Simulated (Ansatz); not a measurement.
**From the elastic tensor of BeTe to moduli and sound speeds**

Method: DFT PBE, scalar-relativistic, plane waves, PAW in Ansatz. Plane waves to 420 eV; Γ-centred k mesh 4×4×4; fixed occupations. No spin polarisation.

Space group Pbca (No. 61), orthorhombic, a = 6.833 Å, b = 8.018 Å, c = 6.969 Å. Around Be lie 4 Te at 2.44–2.48 Å; Te has 4 Be at 2.44–2.48 Å.

The cell was found from a structure generator's guess, not taken from experiment. Spin–orbit coupling is left out, which matters for heavy elements.

Relaxed-ion constants (GPa, on the Cartesian axes of the calculation):
C11 = 77.7, C12 = 29.4, C13 = 24.3, C22 = 94.8, C23 = 33.3, C33 = 108.3, C44 = 34.2, C55 = 30.9, C66 = 22.7 GPa; the others vanish.

Density 4.753 g/cm³; 16 atoms in 381.82 Å³.

With S = C⁻¹: B_V = (C11+C22+C33+2(C12+C13+C23))/9, G_V = (C11+C22+C33−C12−C13−C23+3(C44+C55+C66))/15, 1/B_R = S11+S22+S33+2(S12+S13+S23), 15/G_R = 4(S11+S22+S33−S12−S13−S23)+3(S44+S55+S66); Hill is their mean. Then v_l = √((B+4G/3)/ρ), v_t = √(G/ρ), v_m = [(2/v_t³+1/v_l³)/3]^(−1/3) and Θ = (ħ/k_B)·v_m·(6π²n/V)^(1/3) for n atoms in the volume V; E = 9BG/(3B+G), ν = (3B−2G)/(2(3B+G)) and A^U = 5G_V/G_R + B_V/B_R − 6.

```
Bulk modulus, Voigt / Reuss / Hill          : 50.5 / 49.4 / 50.0 GPa
Shear modulus, Voigt / Reuss / Hill         : 30.5 / 29.6 / 30.0 GPa
Young's modulus                             : 75 GPa
Poisson ratio                               : 0.250
Pugh ratio B/G                              : 1.66 (under 1.75, the rule of thumb for brittle)
Universal anisotropy index                  : 0.18
Longitudinal and transverse sound speeds    : 4351 and 2513 m/s
Debye temperature from the mean sound speed : 289 K
```
